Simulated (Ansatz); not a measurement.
**Se (trigonal)**

The computed numbers are results of LDA, scalar-relativistic (no spin polarisation) in the plane-wave PAW code Ansatz at 420 eV, 12×12×8 k-mesh, Gaussian smearing of 0.05 eV; PAW files: Ansatz's generated set soft_2.

```
CELL_PARAMETERS angstrom
3.94840 0.00000 0.00000
-1.97420 3.41941 0.00000
0.00000 0.00000 5.11905
ATOMIC_POSITIONS crystal
Se 0.25521 0.00000 0.83333
Se 0.00000 0.25521 0.16667
Se 0.74479 0.74479 0.50000
```

The database's entry of this formula in the relaxed cell's space group, P3_121, has axes of 4.300 × 4.300 × 4.890 Å and 26.10 Å³/atom (1969), the relaxed one 3.948 × 3.948 × 5.119 Å and 23.04.

The cell is relaxed to zero pressure at this level.

Path: Γ–M–K–Γ–A–L–H–A | L–M | H–K, with Γ = (0.000, 0.000, 0.000), M = (0.500, 0.000, 0.000), K = (0.333, 0.333, 0.000), A = (0.000, 0.000, 0.500), L = (0.500, 0.000, 0.500), H = (0.333, 0.333, 0.500) in reciprocal vectors of the calculation's cell.

Task: Is it a metal or an insulator, and if it has a gap, where are the band edges on this path?

Result: An insulator with a gap of 0.24 eV on the path, the valence band topping between H and K and the conduction band bottoming at H; the smallest direct gap is 0.29 eV.

Bands as a text map, energy in eV from the Fermi level (dashes), each leg drawn with the same width:
```
  4.71 |    *      *                                          *            
  4.32 |     * ** *                                            * **        
  3.93 |      *******                                           ***        
  3.54 |     *       ***                                       *         **
  3.14 |            *****                                     *        ****
  2.75 |    *      *** **                *****       *    ****        * *  
  2.36 |          **    **             ****** **    ***   ** **      * *   
  1.96 |****     *       ******       *      *******   *    *  *   **      
  1.57 |        ***       *    *       ***             *    **  *     *    
  1.18 |*********          *******   ***  *             *  *  *****  *     
  0.79 |  *                *    *******    ******  ********                
  0.39 |                           **            *       *          *      
  0.00 |---------------------------------------****----------------**------
 -0.39 |                                   ****  * *      **        **     
 -0.79 |***                ******         *     *  **       *         *    
 -1.18 |  *******          *     ***     *          ****         **  *     
 -1.57 |   *******        * *     *******      *****    **   ******** **   
 -1.96 |****     **      **********  **      **     *****      *       **  
 -2.36 |    *     **    **            ********        **  *****      *     
 -2.75 |           **  **               *****             ***         * ** 
 -3.14 |     *      *****      ******                    *     *         **
 -3.54 |**            **  *****  *** **                 *       *      *  *
 -3.93 |****  *  ***** ***  *****     ***              *         *      ** 
 -4.32 | ** *******         *   *      ****           *    ********     *  
 -4.71 |  **               *     ***     ****        *    **           *   
 -5.11 |    **            **        ***      **     ** ***  **        *    
 -5.50 |   *  *************            *      **    * *       * ***  *  ***
 -5.89 |    *********  ***              *       **** *         ****** ** * 
        Γ      M      K      Γ      A      L      H      AL       MH      K
```

The structure is built of weakly bound chains, and this functional has no dispersion term, so their spacing and all that hangs on it (volume, the soft elastic constants, low modes, dielectric constants) are poorly given.
